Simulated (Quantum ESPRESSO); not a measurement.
## Ti2C in Quantum ESPRESSO: convergence with k mesh

Input of the first run (k mesh 2 × 2 × 2); the others differ in this setting and in those tied to it:

Contents of pw.in:

```
&CONTROL
  calculation = 'scf'
  prefix = 'pwscf'
  outdir = './tmp'
  pseudo_dir = './pseudo'
  tprnfor = .true.
  tstress = .true.
  disk_io = 'nowf'
/
&SYSTEM
  ibrav = 0
  nat = 3
  ntyp = 2
  ecutwfc = 36
  ecutrho = 216
  nbnd = 21
  occupations = 'smearing'
  smearing = 'mp'
  degauss = 0.00734986
/
&ELECTRONS
  conv_thr = 6d-10
  electron_maxstep = 120
  mixing_beta = 0.5
/
ATOMIC_SPECIES
Ti    47.8670 Ti.LDA_PW-JTH.UPF
C     12.0110 C.LDA_PW-JTH.UPF
CELL_PARAMETERS angstrom
   1.5406981810    0.8895225095    4.8137698526
  -1.5406981810    0.8895225095    4.8137698526
   0.0000000000   -1.7790450191    4.8137698526
ATOMIC_POSITIONS crystal
Ti     0.7545021700    0.7545021700    0.7545021700
Ti     0.2454978300    0.2454978300    0.2454978300
C      0.5000000000    0.5000000000    0.5000000000
K_POINTS automatic
2 2 2 0 0 0
```

Potentials or basis: JTH 2.0 LDA.

Command:

```sh
$ OMP_NUM_THREADS=1 pw.x -in pw.in > pw.out
```

The cell comes from a database or a generator and needn't be the stable form of this composition.

Hardware: 1 thread of Arm Neoverse V1 (shared host).

```
      k mesh  energy less the tightest run, at zero smearing (meV/atom)  largest force (eV/Å)  SCF cycles  CPU time (s)  peak memory (GiB)
   2 × 2 × 2                                                     -86.78                 0.193          14           8.4               0.09
   3 × 3 × 3                                                     -61.35                 0.362          14            10               0.09
   4 × 4 × 4                                                       2.66                 0.321          14            18               0.09
   6 × 6 × 6                                                       6.61                 0.364          14            39               0.09
   8 × 8 × 8                                                      -1.07                 0.320          12            65               0.11
   9 × 9 × 9                                                       0.36                 0.332          12            85               0.11
10 × 10 × 10                                                       1.22                 0.327          14           130               0.12
12 × 12 × 12                                                       0.00                 0.345          14           210               0.14
14 × 14 × 14                                      timed out after 310 s                     -           -             -                  -
```

Not settled before the last step: the energy (to 1 meV/atom), the largest force (to 0.005 eV/Å). Meshes of other sizes hit other points, so gaps and Fermi surfaces needn't settle smoothly. The tightest run that finished is the yardstick and may itself not be fully converged.
